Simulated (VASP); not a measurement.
# SiC (Moissanite 3C) (F-43m) in VASP: notebook

Aim: see how the results for SiC (Moissanite 3C) move with the level of theory and the settings. Levels: r2SCAN, TB-mBJ, PBE. Tasks: band structure, dielectric tensor, optical spectrum.

All numbers are computed with VASP 6.6.1; they aren't measurements. Logs are shortened: lines on timing, memory, paths and dates and some standing lists are left out, and cuts for length are marked.

**Measured values to compare with.**

From “Insight into the structural, elastic and electronic properties of a new orthorhombic 6O-SiC polytype”, 2020, pmc:7200658, for a bulk crystal of SiC: band gap 2.4 eV (indirect).

“Infrared properties of SiC particles”, 1999, arxiv:astro-ph/9903031 quotes, for a bulk crystal of SiC: high-frequency dielectric constant 6.49.

The runs below are set against these values where they give the same quantity.

### 1 The crystal as given

The structure is cubic, space group F-43m (No. 216). Conventional cell: a = 4.358 Å, b = 4.358 Å, c = 4.358 Å, α = 90.00°, β = 90.00°, γ = 90.00°. Si (site symmetry -43m) has 4 C at 1.89 Å as nearest neighbours. Around C (site symmetry -43m) lie 4 Si at 1.89 Å.

### 2 Band structure, r2SCAN

Input file INCAR:

```
SYSTEM = SiC
  ALGO = Normal
  EDIFF = 1E-7
  ENCUT = 520
  ISIF = 2
  ISMEAR = 0
  LASPH = .TRUE.
  LCHARG = .FALSE.
  LMIXTAU = .TRUE.
  LREAL = .FALSE.
  LWAVE = .FALSE.
  METAGGA = R2SCAN
  NBANDS = 11
  NELM = 80
  PREC = Accurate
  SIGMA = 0.03
```

Input file KPOINTS:

```
k-points
0
G
  10 10 10
  0 0 0
```

Input file POSCAR:

```
SiC                                     
1.0
    0.0000000000      2.1790000000      2.1790000000
    2.1790000000      0.0000000000      2.1790000000
    2.1790000000      2.1790000000      0.0000000000
  Si              C             
     1     1
Direct
     0.0000000000000000    0.0000000000000000    0.0000000000000000
     0.2500000000000000    0.2500000000000000    0.2500000000000000
```

Input file KPOINTS_OPT:

```
explicit points
252
Reciprocal
 0.0000000000  0.0000000000  0.0000000000 1
 0.0357142857  0.0000000000  0.0357142857 1
 0.0714285714  0.0000000000  0.0714285714 1
 0.1071428571  0.0000000000  0.1071428571 1
 0.1428571429  0.0000000000  0.1428571429 1
 0.1785714286  0.0000000000  0.1785714286 1
[... 244 lines left out ...]
 0.5085828300  0.0171656600  0.5085828300 1
 0.4914171700 -0.0171656600  0.4914171700 1
```

Potentials or basis: VASP PAW PBE potentials, release 64 (Si, C).

Launch:

```console
$ cat potpaw_PBE.64/Si/POTCAR potpaw_PBE.64/C/POTCAR > POTCAR
$ mpirun -np 1 vasp_std > vasp.out
```

OUTCAR:

```text
SYSTEM = SiC
   EDIFF = 1E-7
   ENCUT = 520
   ISIF = 2
   ISMEAR = 0
   LASPH = .TRUE.
   LREAL = .FALSE.
   METAGGA = R2SCAN
   NELM = 80
   PREC = Accurate

 ion  position               nearest neighbor table
   1  0.000  0.000  0.000-   2 1.89   2 1.89   2 1.89   2 1.89
   2  0.250  0.250  0.250-   1 1.89   1 1.89   1 1.89   1 1.89

  LATTYP: Found a face centered cubic cell.
 ALAT       =     4.3580000000

  Lattice vectors:

 A1 = (   0.0000000000,   2.1790000000,   2.1790000000)
 A2 = (   2.1790000000,   0.0000000000,   2.1790000000)
 A3 = (   2.1790000000,   2.1790000000,   0.0000000000)

Analysis of symmetry for initial positions (statically):
=====================================================================
 Subroutine PRICEL returns:
 Original cell was already a primitive cell.

 Routine SETGRP: Setting up the symmetry group for a
 face centered cubic supercell.

 Subroutine GETGRP returns: Found 24 space group operations
 (whereof 24 operations were pure point group operations)
 out of a pool of 48 trial point group operations.

The static configuration has the point symmetry T_d .

Analysis of symmetry for dynamics (positions and initial velocities):
=====================================================================
 Subroutine PRICEL returns:
 Original cell was already a primitive cell.

 Routine SETGRP: Setting up the symmetry group for a
 face centered cubic supercell.

 Subroutine GETGRP returns: Found 24 space group operations
 (whereof 24 operations were pure point group operations)
 out of a pool of 48 trial point group operations.

The dynamic configuration has the point symmetry T_d .

 Subroutine INISYM returns: Found 24 space group operations
 (whereof 24 operations are pure point group operations),
 and found     1 'primitive' translations

----------------------------------------------------------------------------------------

                                     Primitive cell

  volume of cell :      20.6920

  direct lattice vectors                    reciprocal lattice vectors
     0.000000000  2.179000000  2.179000000    -0.229463056  0.229463056  0.229463056
     2.179000000  0.000000000  2.179000000     0.229463056 -0.229463056  0.229463056
     2.179000000  2.179000000  0.000000000     0.229463056  0.229463056 -0.229463056

  length of vectors
     3.081571352  3.081571352  3.081571352     0.397441672  0.397441672  0.397441672

  position of ions in fractional coordinates (direct lattice)
     0.000000000  0.000000000  0.000000000
     0.250000000  0.250000000  0.250000000

  ion indices of the primitive-cell ions
   primitive index   ion index
                 1           1
                 2           2

----------------------------------------------------------------------------------------

 KPOINTS: k-points

Automatic generation of k-mesh.
 Grid dimensions read from file:
 generate k-points for:   10   10   10

 Generating k-lattice:

  Cartesian coordinates                     Fractional coordinates (reciprocal lattice)
    -0.022946306  0.022946306  0.022946306     0.100000000  0.000000000  0.000000000
     0.022946306 -0.022946306  0.022946306     0.000000000  0.100000000  0.000000000
     0.022946306  0.022946306 -0.022946306     0.000000000  0.000000000  0.100000000

  Length of vectors
     0.039744167  0.039744167  0.039744167

  Shift w.r.t. Gamma in fractional coordinates (k-lattice)
     0.000000000  0.000000000  0.000000000

 Subroutine IBZKPT returns following result:
 ===========================================

 Found     47 irreducible k-points:

 Following reciprocal coordinates:
            Coordinates               Weight
  0.000000  0.000000  0.000000      1.000000
  0.100000  0.000000  0.000000      8.000000
  0.200000  0.000000  0.000000      8.000000
  0.300000  0.000000  0.000000      8.000000
  0.400000  0.000000  0.000000      8.000000
  0.500000  0.000000  0.000000      4.000000
[... 16 lines left out ...]
  0.300000  0.300000  0.000000      6.000000
  0.400000  0.300000  0.000000     24.000000
 [... further k-points ...]
   k-points           NKPTS =     47   k-points in BZ     NKDIM =     47   number of bands    NBANDS=     11
   number of dos      NEDOS =    301   number of ions     NIONS =      2
   total plane-waves  NPLWV =  13824
   dimension x,y,z NGX =    24 NGY =   24 NGZ =   24
   dimension x,y,z NGXF=    48 NGYF=   48 NGZF=   48
   ions per type =               1   1
   NGX,Y,Z   is equivalent  to a cutoff of  12.95, 12.95, 12.95 a.u.
   NGXF,Y,Z  is equivalent  to a cutoff of  25.90, 25.90, 25.90 a.u.
 SYSTEM =  SiC
   PREC   = accura    normal or accurate (medium, high low for compatibility)
   ISTART =      0    job   : 0-new  1-cont  2-samecut
   ICHARG =      2    charge: 1-file 2-atom 10-const
   ISPIN  =      1    spin polarized calculation?
   LNONCOLLINEAR =      F non collinear calculations
   LSORBIT =      F    spin-orbit coupling
   LASPH  =      T    aspherical Exc in radial PAW
   ENCUT  =  520.0 eV  38.22 Ry    6.18 a.u.   5.73  5.73  5.73*2*pi/ulx,y,z
   NELM   =     80;   NELMIN=  2; NELMDL= -5     # of ELM steps
   EDIFF  = 0.1E-06   stopping-criterion for ELM
   LREAL  =      F    real-space projection
   EDIFFG = 0.1E-05   stopping-criterion for IOM
   NSW    =      0    number of steps for IOM
   IBRION =     -1    ionic relax: 0-MD 1-quasi-New 2-CG
   NFREE  =      0    steps in history (QN), initial steepest desc. (CG)
   ISIF   =      2    stress and relaxation
   ISYM   =      2    0-nonsym 1-usesym 2-fastsym
   POTIM  = 0.5000    time-step for ionic-motion
   TEBEG  =    0.0;   TEEND  =   0.0 temperature during run
   PSTRESS=    0.0 pullay stress
   NELECT =       8.0000    total number of electrons
   NUPDOWN=      -1.0000    fix difference up-down
   EMIN   =  10.00;   EMAX   =-10.00  energy-range for DOS
   EFERMI =   0.00;   METHOD = LEGACY
   ISMEAR =     0;   SIGMA  =   0.03  broadening in eV -4-tet -1-fermi 0-gaus
   EFERMI_NEDOS =   21; number of points for ismear=-14 and -15
   IALGO  =     38    algorithm
   IMIX   =      4    mixing-type and parameters
     AMIX     =   0.40;   BMIX     =  1.00
     AMIX_MAG =   1.60;   BMIX_MAG =  1.00
  volume/ion in A,a.u.               =      10.35        69.82
  Fermi-wavevector in a.u.,A,eV,Ry     =   1.192626  2.253736 19.352338  1.422357
  Thomas-Fermi vector in A             =   2.328660
   LORBIT       =      0    0 simple, 1 ext, 2 COOP (PROOUT), +10 PAW based schemes
   METAGGA = R2SCAN    functional components
   LHFCALC =     F    Hartree Fock is set to
   AEXX    =    0.0000 exact exchange contribution
   IVDW    =     0    specifies the selected vdW correction
   LEPSILON=     F    determine dielectric tensor
   LRPA    =     F    only Hartree local field effects (RPA)
 non-spin polarized calculation
 Gauss-broadening in eV      SIGMA  =   0.03
  energy-cutoff  :      520.00
  volume of cell :       20.69
 maximum number of plane-waves:       568
   NGX = 11   NGY = 11   NGZ = 11

 number of electron       8.0000001 magnetization

 Free energy of the ion-electron system (eV)
  ---------------------------------------------------
  ext. energy  EPLUGINS =         0.00000000
  ---------------------------------------------------
  free energy    TOTEN  =       -19.32692679 eV

  energy without entropy =      -19.32692679  energy(sigma->0) =      -19.32692679

 E-fermi :   8.2103     XC(G=0): -11.9344

 val. band max:        7.9822988742   @ k =   0.0000   0.0000   0.0000
 cond. band min:       9.7073137340   @ k =   0.5000   0.5000   0.0000
 fundamental gap:      1.7250148597
 Fermi energy:         8.2102989249

 k-point     1 :       0.0000    0.0000    0.0000
  band No.  band energies     occupation
      1      -8.1973      2.00000
      2       7.9823      2.00000
      3       7.9823      2.00000
      4       7.9823      2.00000
      5      14.8163      0.00000
      6      15.8310      0.00000
      7      15.8310      0.00000
      8      15.8310      0.00000
      9      23.1908      0.00000
     10      23.1908      0.00000
     11      25.7459      0.00000

 k-point     2 :       0.1000    0.0000    0.0000
  band No.  band energies     occupation
      1      -7.9949      2.00000
      2       6.9335      2.00000
      3       7.8424      2.00000
      4       7.8424      2.00000
      5      15.0695      0.00000
      6      16.0898      0.00000
      7      16.0898      0.00000
      8      16.1752      0.00000
      9      22.2549      0.00000
     10      22.2549      0.00000
     11      25.3733      0.00000

 k-point     3 :       0.2000    0.0000    0.0000
  band No.  band energies     occupation
      1      -7.3977      2.00000
      2       4.7244      2.00000
      3       7.5205      2.00000
      4       7.5205      2.00000
      5      14.7595      0.00000
      6      16.4703      0.00000
      7      16.4703      0.00000
      8      17.5216      0.00000
      9      21.5915      0.00000
     10      21.5915      0.00000
     11      24.4243      0.00000

 k-point     4 :       0.3000    0.0000    0.0000
  band No.  band energies     occupation
      1      -6.4468      2.00000
      2       2.3202      2.00000
      3       7.1878      2.00000
      4       7.1878      2.00000
      5      14.3439      0.00000
      6      16.3156      0.00000
      7      16.3156      0.00000
      8      18.5989      0.00000
      9      22.4941      0.00000
     10      22.4941      0.00000
     11      24.1705      0.00000

 k-point     5 :       0.4000    0.0000    0.0000
  band No.  band energies     occupation
      1      -5.2868      2.00000
      2       0.2068      2.00000
      3       6.9567      2.00000
      4       6.9567      2.00000
      5      14.0676      0.00000
      6      15.9114      0.00000
      7      15.9114      0.00000
      8      18.9247      0.00000
      9      24.5756      0.00000
     10      24.5756      0.00000
     11      24.8542      0.00000
[... 211 lines left out ...]
 k-point    21 :      -0.3000    0.2000    0.0000
  band No.  band energies     occupation
      1      -5.0491      2.00000
      2       1.3123      2.00000
      3       4.0389      2.00000
      4       6.7550      2.00000
      5      14.1171      0.00000
      6      16.9185      0.00000
      7      17.3607      0.00000
      8      19.1054      0.00000
      9      21.4624      0.00000
     10      24.5183      0.00000
     11      28.1989      0.00000

 k-point    22 :      -0.2000    0.2000    0.0000
  band No.  band energies     occupation
      1      -6.1271      2.00000
      2       2.9667      2.00000
      3       4.6589      2.00000
      4       7.3014      2.00000
      5      15.1330      0.00000
      6      16.6532      0.00000
      7      16.9700      0.00000
      8      17.8842      0.00000
      9      20.1736      0.00000
     10      24.4725      0.00000
     11      28.2321      0.00000

 k-point    23 :       0.3000    0.3000    0.0000
  band No.  band energies     occupation
      1      -5.8508      2.00000
      2       3.4139      2.00000
      3       5.5119      2.00000
      4       5.5119      2.00000
      5      11.5990      0.00000
      6      14.1279      0.00000
      7      20.3686      0.00000
      8      20.3686      0.00000
      9      21.3437      0.00000
     10      25.9445      0.00000
     11      30.8953      0.00000

 k-point    24 :       0.4000    0.3000    0.0000
  band No.  band energies     occupation
      1      -4.9632      2.00000
      2       2.1465      2.00000
      3       4.7108      2.00000
      4       5.2364      2.00000
      5      11.2791      0.00000
      6      14.1431      0.00000
      7      20.4803      0.00000
      8      20.7850      0.00000
      9      22.8251      0.00000
     10      27.0674      0.00000
     11      30.4771      0.00000

 [... further k-points ...]

------------------------ aborting loop because EDIFF is reached ----------------------------------------

  FORCE on cell =-STRESS in cart. coord.  units (eV):
  Direction    XX          YY          ZZ          XY          YZ          ZX
  --------------------------------------------------------------------------------------
  -------------------------------------------------------------------------------------
  Total       -0.0572234     -0.0572234     -0.0572234     -0.0000000      0.0000000     -0.0000000
  in kB       -4.4308008     -4.4308008     -4.4308008     -0.0000000      0.0000000     -0.0000000
  external PRESSURE =      -4.4308008 kB  Pullay stress =       0.0000000 kB

 VOLUME and BASIS-vectors are now :
 -----------------------------------------------------------------------------
  energy-cutoff  :      520.00
  volume of cell :       20.69
      direct lattice vectors                 reciprocal lattice vectors
     0.000000000  2.179000000  2.179000000    -0.229463056  0.229463056  0.229463056
     2.179000000  0.000000000  2.179000000     0.229463056 -0.229463056  0.229463056
     2.179000000  2.179000000  0.000000000     0.229463056  0.229463056 -0.229463056

 POSITION                                       TOTAL-FORCE (eV/Angst)
 -----------------------------------------------------------------------------------
      0.00000      0.00000      0.00000        -0.000000     -0.000000     -0.000000
      1.08950      1.08950      1.08950         0.000000      0.000000      0.000000
 -----------------------------------------------------------------------------------
    total drift:                               -0.000001     -0.000001     -0.000001

  FREE ENERGIE OF THE ION-ELECTRON SYSTEM (eV)
  ---------------------------------------------------
  free  energy   TOTEN  =       -19.3269267898 eV

  energy  without entropy=      -19.3269267898  energy(sigma->0) =      -19.32692679
```

It took 90 s on 1 thread of Intel Xeon Platinum 8488C (Sapphire Rapids), shared host; peak memory 0.14 GiB.

What came out:

- Free energy: -19.3269 eV
- Pressure: -0.4 GPa
- Band gap on the k mesh: 1.72 eV, indirect (least direct gap 5.06 eV)
- Band gap along the path: 1.72 eV, indirect (least direct gap 5.06 eV)

Levels at the corners of the path, in eV from the valence-band top:
| point | band 1 | band 2 | band 3 | band 4 | band 5 | band 6 | band 7 | band 8 | band 9 |
| --- | --- | --- | --- | --- | --- | --- | --- | --- | --- |
| Γ | -16.18 | 0.00 | 0.00 | 0.00 | 6.83 | 7.85 | 7.85 | 7.85 | 15.21 |
| X | -11.09 | -8.05 | -3.33 | -3.33 | 1.72 | 4.82 | 15.13 | 15.13 | 15.99 |
| X | -11.09 | -8.05 | -3.33 | -3.33 | 1.72 | 4.82 | 15.13 | 15.13 | 15.99 |
| W | -10.87 | -7.24 | -5.18 | -4.81 | 5.73 | 10.13 | 10.23 | 10.46 | 15.34 |
| W | -10.87 | -7.24 | -5.18 | -4.81 | 5.73 | 10.13 | 10.23 | 10.46 | 15.34 |
| K | -11.10 | -7.50 | -5.72 | -2.71 | 3.54 | 8.41 | 12.71 | 13.42 | 14.03 |
| K | -11.10 | -7.50 | -5.72 | -2.71 | 3.54 | 8.41 | 12.71 | 13.42 | 14.03 |
| Γ | -16.18 | 0.00 | 0.00 | 0.00 | 6.83 | 7.85 | 7.85 | 7.85 | 15.21 |
| Γ | -16.18 | 0.00 | 0.00 | 0.00 | 6.83 | 7.85 | 7.85 | 7.85 | 15.21 |
| L | -12.56 | -8.82 | -1.11 | -1.11 | 5.99 | 7.75 | 7.75 | 10.95 | 17.41 |
| L | -12.56 | -8.82 | -1.11 | -1.11 | 5.99 | 7.75 | 7.75 | 10.95 | 17.41 |
| U | -11.10 | -7.50 | -5.72 | -2.71 | 3.54 | 8.41 | 12.71 | 13.42 | 14.03 |
| U | -11.10 | -7.50 | -5.72 | -2.71 | 3.54 | 8.41 | 12.71 | 13.42 | 14.03 |
| W | -10.87 | -7.24 | -5.18 | -4.81 | 5.73 | 10.13 | 10.23 | 10.46 | 15.34 |
| W | -10.87 | -7.24 | -5.18 | -4.81 | 5.73 | 10.13 | 10.23 | 10.46 | 15.34 |
| L | -12.56 | -8.82 | -1.11 | -1.11 | 5.99 | 7.75 | 7.75 | 10.95 | 17.41 |
| L | -12.56 | -8.82 | -1.11 | -1.11 | 5.99 | 7.75 | 7.75 | 10.95 | 17.41 |
| K | -11.10 | -7.50 | -5.72 | -2.71 | 3.54 | 8.41 | 12.71 | 13.42 | 14.03 |
| U | -11.10 | -7.50 | -5.72 | -2.71 | 3.54 | 8.41 | 12.71 | 13.42 | 14.03 |
| X | -11.09 | -8.05 | -3.33 | -3.33 | 1.72 | 4.82 | 15.13 | 15.13 | 15.99 |

Caveat: the PAW data sets were made with another functional, which shifts forces and pressure a little.

### 3 Band structure, TB-mBJ

POSCAR is that of step 2.

Input file INCAR.step1:

```
SYSTEM = SiC
  ALGO = Normal
  EDIFF = 1E-5
  ENCUT = 520
  GGA = PE
  ISIF = 2
  ISMEAR = 0
  LASPH = .TRUE.
  LCHARG = .FALSE.
  LREAL = .FALSE.
  LWAVE = .TRUE.
  NBANDS = 11
  NELM = 80
  PREC = Accurate
  SIGMA = 0.03
```

Input file INCAR.step2:

```
SYSTEM = SiC
  ALGO = Normal
  EDIFF = 1E-7
  ENCUT = 520
  ISIF = 2
  ISMEAR = 0
  ISTART = 1
  LASPH = .TRUE.
  LCHARG = .FALSE.
  LREAL = .FALSE.
  LWAVE = .FALSE.
  METAGGA = MBJ
  NBANDS = 11
  NELM = 80
  PREC = Accurate
  SIGMA = 0.03
```

KPOINTS is that of step 2.

KPOINTS_OPT is that of step 2.

Potentials or basis: VASP PAW PBE potentials, release 64 (Si, C).

Launch:

```console
$ cat potpaw_PBE.64/Si/POTCAR potpaw_PBE.64/C/POTCAR > POTCAR
$ cp INCAR.step1 INCAR
$ mpirun -np 1 vasp_std > vasp.out
$ cp INCAR.step2 INCAR
$ mpirun -np 1 vasp_std > vasp.out
```

It took 68 s on 1 thread of Intel Xeon Platinum 8488C (Sapphire Rapids), shared host; peak memory 0.14 GiB.

The run converged. Its results:

- Band gap on the k mesh: 2.34 eV, indirect (least direct gap 5.53 eV)
- Band gap along the path: 2.34 eV, indirect (least direct gap 5.53 eV)

Levels at the corners of the path, in eV from the valence-band top:
```csv
point,band 2,band 3,band 4,band 5,band 6,band 7
Γ,0.00,0.00,0.00,7.01,8.01,8.01
X,-7.64,-3.18,-3.18,2.34,5.13,15.63
X,-7.64,-3.18,-3.18,2.34,5.13,15.63
W,-6.91,-4.83,-4.46,6.11,10.31,10.50
W,-6.91,-4.83,-4.46,6.11,10.31,10.50
K,-7.14,-5.33,-2.60,4.05,8.56,13.07
K,-7.14,-5.33,-2.60,4.05,8.56,13.07
Γ,0.00,0.00,0.00,7.01,8.01,8.01
Γ,0.00,0.00,0.00,7.01,8.01,8.01
L,-8.31,-1.10,-1.10,6.19,8.12,8.12
L,-8.31,-1.10,-1.10,6.19,8.12,8.12
U,-7.14,-5.33,-2.60,4.05,8.56,13.07
U,-7.14,-5.33,-2.60,4.05,8.56,13.07
W,-6.91,-4.83,-4.46,6.11,10.31,10.50
W,-6.91,-4.83,-4.46,6.11,10.31,10.50
L,-8.31,-1.10,-1.10,6.19,8.12,8.12
L,-8.31,-1.10,-1.10,6.19,8.12,8.12
K,-7.14,-5.33,-2.60,4.05,8.56,13.07
U,-7.14,-5.33,-2.60,4.05,8.56,13.07
X,-7.64,-3.18,-3.18,2.34,5.13,15.63
```

Caveat: the PAW data sets were made with another functional, which shifts forces and pressure a little.

(Part 1 of 2 ends here.)
